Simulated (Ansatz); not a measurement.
**N hopping on C (001)**

This session takes C and sets out to find where adsorbed N comes to rest and the barriers for its hops.

The COD entry's cell or inner coordinates are ideal or old and differ from later refinements, so a difference from it is no clean test against experiment.

Program: Ansatz 0.2.0. Level of theory: DFT PBE+D3(BJ), scalar-relativistic, plane waves, PAW. These are calculated values, not measurements.

6 further runs of the same task are left out: 2 that didn't finish, 4 set aside as unsound or not needed.

## Step 1: The system as given

The structure is hexagonal, space group P-6m2 (No. 187). The conventional cell has a = 2.465 Å, b = 2.465 Å, c = 23.738 Å, α = 90.00°, β = 90.00°, γ = 120.00°. Around C (site symmetry 3m) lie 3 C at 1.42 Å. C (site symmetry -6m2) has 3 C at 1.42 Å in its first shell of neighbours.

Structure file:

```
CELL_PARAMETERS angstrom
4.92996 0.00000 0.00000
-2.46498 4.26947 0.00000
0.00000 0.00000 23.73843
ATOMIC_POSITIONS crystal
C 0.00000 0.00000 0.35807
C 0.00000 0.50000 0.35807
C 0.50000 0.00000 0.35807
C 0.50000 0.50000 0.35807
C 0.16667 0.33333 0.35807
C 0.16667 0.83333 0.35807
C 0.66667 0.33333 0.35807
C 0.66667 0.83333 0.35807
C 0.00000 0.00000 0.50000
C 0.00000 0.50000 0.50000
C 0.50000 0.00000 0.50000
C 0.50000 0.50000 0.50000
C 0.33333 0.16667 0.50000
C 0.33333 0.66667 0.50000
C 0.83333 0.16667 0.50000
C 0.83333 0.66667 0.50000
C 0.00000 0.00000 0.64193
C 0.00000 0.50000 0.64193
C 0.50000 0.00000 0.64193
C 0.50000 0.50000 0.64193
C 0.16667 0.33333 0.64193
C 0.16667 0.83333 0.64193
C 0.66667 0.33333 0.64193
C 0.66667 0.83333 0.64193
```

Miller indices refer to the conventional cell of the relaxed bulk, P6_3/mmc (No. 194): a = 2.465 Å, b = 2.465 Å, c = 6.738 Å, α = 90.00°, β = 90.00°, γ = 120.00°.

This (001) slab, 6.7 Å thick as cut, with 17 Å of vacuum, in a 2×2 surface cell; its outer planes are C (top) and C (bottom), was relaxed beforehand with its lower half held: -6025.5134 eV, work function 4.28 eV, gap on the mesh 7 meV, too small against the smearing to count.

## Step 2: N near a hollow (nearest C) site

The cell repeats along c, and a dipole correction in the vacuum removes the field between the copies.

File input.yaml:

```yaml
crystal:
  lattice:
    - [4.9299593294, 0.0, 0.0]
    - [-2.4649796647, 4.2694700189, 0.0]
    - [0.0, 0.0, 25.7384327567]
  atoms:
    - { symbol: C, position: [0.0, 0.0, 0.3302454472] }
    - { symbol: C, position: [0.0, 0.5, 0.3302454472] }
    - { symbol: C, position: [0.5, 0.0, 0.3302454472] }
    - { symbol: C, position: [0.5, 0.5, 0.3302454472] }
    - { symbol: C, position: [0.1666666667, 0.3333333333, 0.330245438] }
    - { symbol: C, position: [0.1666666667, 0.8333333333, 0.330245438] }
    - { symbol: C, position: [0.6666666667, 0.3333333333, 0.330245438] }
    - { symbol: C, position: [0.6666666667, 0.8333333333, 0.330245438] }
    - { symbol: C, position: [0.0, 0.0, 0.4611476001] }
    - { symbol: C, position: [0.0, 0.5, 0.4611476001] }
    - { symbol: C, position: [0.5, 0.0, 0.4611476001] }
    - { symbol: C, position: [0.5, 0.5, 0.4611476001] }
    - { symbol: C, position: [0.3333333333, 0.1666666667, 0.4611475909] }
    - { symbol: C, position: [0.3333333333, 0.6666666667, 0.4611475909] }
    - { symbol: C, position: [0.8333333333, 0.1666666667, 0.4611475909] }
    - { symbol: C, position: [0.8333333333, 0.6666666667, 0.4611475909] }
    - { symbol: C, position: [0.0, 0.0, 0.592049753] }
    - { symbol: C, position: [0.0, 0.5, 0.592049753] }
    - { symbol: C, position: [0.5, 0.0, 0.592049753] }
    - { symbol: C, position: [0.5, 0.5, 0.592049753] }
    - { symbol: C, position: [0.1666666667, 0.3333333333, 0.5920497439] }
    - { symbol: C, position: [0.1666666667, 0.8333333333, 0.5920497439] }
    - { symbol: C, position: [0.6666666667, 0.3333333333, 0.5920497439] }
    - { symbol: C, position: [0.6666666667, 0.8333333333, 0.5920497439] }
    - { symbol: "N", position: [0.3496026885, 0.6748644055, 0.6145841476] }
basis:
  ecutwfc: 420
kpoints:
  mp_grid: { grid: [6, 6, 1] }
hamiltonian:
  xc: pbe
  dispersion: d3bj
scf:
  occupations: { method: gaussian, width: 0.1 }
output:
  forces: true
  eigenvalues: true
  write_density: true
  write_potential: true
  elf: true
  volumetric_format: npy
relax:
  adjacent_minimum: "off"
  f_tol: 0.02
  max_steps: 70
  constraints: [{ sites: [0, 1, 2, 3, 4, 5, 6, 7] }]
efield:
  axis: 3
  dipole_correction: true
  ramp_width: 0.04
```

On the command line:

```console
$ ansatz run input.yaml --threads 4 --pin off --max-ram 10240MiB --backend cpu --events-out ev --progress --plain --runs-dir out
```

Further runs follow: seeking a minimum near bridge (C-C); N near a bridge (C-C) site; N at the far end of a hop; band for the hop.

Before running it: what results should come out? Wanted: to the next like site: barrier forwards; to the next like site: barrier backwards; to the next like site: second end relative to first.

The runs gave:

```
                                           quantity     value
            to the next like site: barrier forwards   0.90 eV
           to the next like site: barrier backwards   0.90 eV
to the next like site: second end relative to first  0.000 eV
```

What this shows: The top lies 0.90 eV above the first end, or 35 kT at room temperature; with a typical attempt rate of 10^13 per second that is roughly 10^-2 events a second. Both ends agree in energy to 1 meV. The input switches the test of curvatures off, so the top was not shown to be a first-order saddle. Other mechanisms, such as exchange with a surface atom, were not sought. Spin polarisation is off in the runs that give these values; a magnetic solution could lie lower.
